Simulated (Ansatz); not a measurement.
**TiAl3: convergence and cost**

The task here is to estimate one member of a computed series from the others.

Computed with Ansatz 0.2.0 (DFT r2SCAN, scalar-relativistic, plane waves, PAW, unless a step's input says otherwise).

2 further runs of the same task are left out: 1 for a known fault of the program, 1 set aside as unsound or not needed. Runs told in other sessions of the task aren't counted.

### The starting structure

The structure is orthorhombic, space group Pmm2 (No. 25). The conventional cell has a = 2.840 Å, b = 4.681 Å, c = 4.901 Å, α = 90.00°, β = 90.00°, γ = 90.00°. Around Ti (site symmetry mm2) lie 10 Al at 2.83 to 2.85 Å and 2 Ti at 2.84 Å. Around Al (site symmetry mm2) lie 4 Ti at 2.83 to 2.84 Å and 8 Al at 2.84 to 2.86 Å. Al (site symmetry mm2) is surrounded by 8 Al at 2.81 to 2.86 Å and 4 Ti at 2.85 Å. Al (site symmetry mm2) has 10 Al at 2.81 to 2.86 Å and 2 Ti at 2.85 Å in its first shell of neighbours.

Structure file:

```
Ti Al
1.0
     2.83968    0.00000    0.00000
     0.00000    4.68126    0.00000
     0.00000    0.00000    4.90074
Ti Al
1 3
Direct
  0.00000 0.50000 0.16592
  0.50000 0.50000 0.66727
  0.50000 0.00000 0.33091
  0.00000 0.00000 0.83590
```

Source of the structure: the Materials Project (structure only). It is taken as it stands there.

### The base input

input.yaml

```yaml
crystal:
  lattice:
    - [2.839677, 0.0, 0.0]
    - [0.0, 4.681264, 0.0]
    - [0.0, 0.0, 4.900742]
  atoms:
    - { symbol: Ti, position: [0.0, 0.5, 0.165916] }
    - { symbol: Al, position: [0.5, 0.5, 0.667271] }
    - { symbol: Al, position: [0.5, 0.0, 0.330912] }
    - { symbol: Al, position: [0.0, 0.0, 0.8359] }
basis:
  ecutwfc: 500
kpoints:
  mp_grid: { grid: [14, 10, 10] }
hamiltonian:
  xc: r2scan
scf:
  occupations: { method: gaussian, width: 0.1 }
output:
  forces: true
  stress: true
  eigenvalues: true
  populations: true
  write_density: true
  write_potential: true
  elf: true
  volumetric_format: npy
```

It was run beforehand and gave: -1031.6594 eV/atom at zero smearing, pressure -2.17 GPa, largest force 0.040 eV/Å, no gap on the mesh, in 7 SCF cycles and 21 s.

Set-up of the first run:

input.yaml

```yaml
crystal:
  lattice:
    - [2.839677, 0.0, 0.0]
    - [0.0, 4.681264, 0.0]
    - [0.0, 0.0, 4.900742]
  atoms:
    - { symbol: Ti, position: [0.0, 0.5, 0.165916] }
    - { symbol: Al, position: [0.5, 0.5, 0.667271] }
    - { symbol: Al, position: [0.5, 0.0, 0.330912] }
    - { symbol: Al, position: [0.0, 0.0, 0.8359] }
basis:
  ecutwfc: 150
kpoints:
  mp_grid: { grid: [14, 10, 10] }
hamiltonian:
  xc: r2scan
scf:
  occupations: { method: gaussian, width: 0.1 }
output:
  forces: true
  stress: true
  eigenvalues: true
```

On the command line:

```
$ ansatz run input.yaml --threads 1 --pin off --max-ram 2560MiB --backend cpu --events-out ev --progress --plain --runs-dir out
```

Among the steps run: Plane-wave cutoff: 150 eV; Plane-wave cutoff set to 200 eV; Plane-wave cutoff set to 250 eV; Plane-wave cutoff set to 300 eV; Plane-wave cutoff: 350 eV; Plane-wave cutoff set to 380 eV; Plane-wave cutoff: 460 eV; Plane-wave cutoff set to 520 eV; Plane-wave cutoff: 600 eV; Plane-wave cutoff: 700 eV; Plane-wave cutoff: 850 eV.

One table of the session follows, with a row left open; its other results are not shown here.

```
cutoff (eV)  ΔE (meV/atom)  pressure (GPa)  largest change of a force component (eV/Å)
        150           6292           -2.75                                       0.327
        200           1580           -1.56                                       0.095
        250            315           -0.26                                       0.018
        300           51.7           -2.13                                       0.014
        350           9.11           -2.25                                       0.001
        380           4.06           -2.19                                       0.001
        460              ?               ?                                           ?
        500           1.15           -2.17                                       0.000
        520           0.99           -2.17                                       0.000
        600           0.50           -2.16                                       0.000
        700           0.27           -2.16                                       0.000
        850           0.00           -2.17                                       0.000
```

Q: Estimate the row for cutoff (eV) = 460 from the others.

Worked estimate for «ΔE (meV/atom)». A straight line through the neighbours (380, 4.06) and (500, 1.15) gives 4.06 + (1.15 − 4.06) × (460 − 380) / (500 − 380) = 2.12; a parabola fitted to 4 rows on both sides gives -0.40.

The run gave: ΔE (meV/atom): 1.50; pressure (GPa): -2.18; largest change of a force component (eV/Å): 0.000. In «ΔE (meV/atom)» the line misses by +0.62 and the parabola by -1.90.

To keep in mind: Warnings in the runs' records: cutoff below recommended.
